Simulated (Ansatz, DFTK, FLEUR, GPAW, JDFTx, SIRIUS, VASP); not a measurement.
C: 8 runs at one level of theory

```
CELL_PARAMETERS angstrom
0.00000 1.78337 1.78337
1.78337 0.00000 1.78337
1.78337 1.78337 0.00000
ATOMIC_POSITIONS crystal
C 0.74778 0.75306 0.75416
C 0.48928 0.49860 0.49360
```

This isn't the form of C at room conditions, which is graphite.

Atoms were shifted at random by some hundredths of an Å from the given cell, which wasn't relaxed again for these runs.

Alike in all runs: task single point; functional PBEsol; k mesh 13 × 13 × 13; occupations fermi-dirac, width 0.05 eV; no spin polarisation; no spin-orbit coupling. Pressure is positive in compression and, in plane waves, holds the error of the finite cutoff, which Ansatz's Pulay term estimates and takes out.

```tsv
program and potentials	plane-wave cutoff (eV)	notes	pressure (GPa)	largest force (eV/Å)	energy over the undisturbed cell (meV/atom)
Ansatz, Ansatz PAW	420	potentials made for PBE, which Ansatz adapts in part; Pulay term of +1.04 GPa included	-4.02	1.653	20.91
Ansatz, all-electron LAPW, scalar-relativistic	-	-	-4.00	1.653	-
DFTK, PseudoDojo SR PBEsol 0.4.1 standard (PBEsol)	1116	-	-2.47	1.663	21.04
JDFTx, PseudoDojo-SR-PBEsol-0.4.1-standard with smoothed tails	1116	-	-2.47	1.663	21.04
FLEUR, all-electron, FLAPW	-	-	-	1.654	20.92
GPAW, PAW data sets generated for this functional	800	-	-4.38	1.654	20.93
VASP, PBE PAW files C, 520 eV	520	potentials made for PBE	-2.98	1.662	-
SIRIUS, PseudoDojo 0.4.1 PBEsol standard (scalar relativistic)	1127	-	?	?	?
```

**Question.** Estimate from the other rows what the run with SIRIUS, PseudoDojo 0.4.1 PBEsol standard (scalar relativistic) gave.

**Answer.** Pressure -2.44 GPa; largest force 1.663 eV/Å; energy over the undisturbed cell 21.04 meV/atom. The other rows, which needn't bracket it: pressure -4.38 to -2.47; largest force 1.653 to 1.663; energy over the undisturbed cell 20.91 to 21.04.
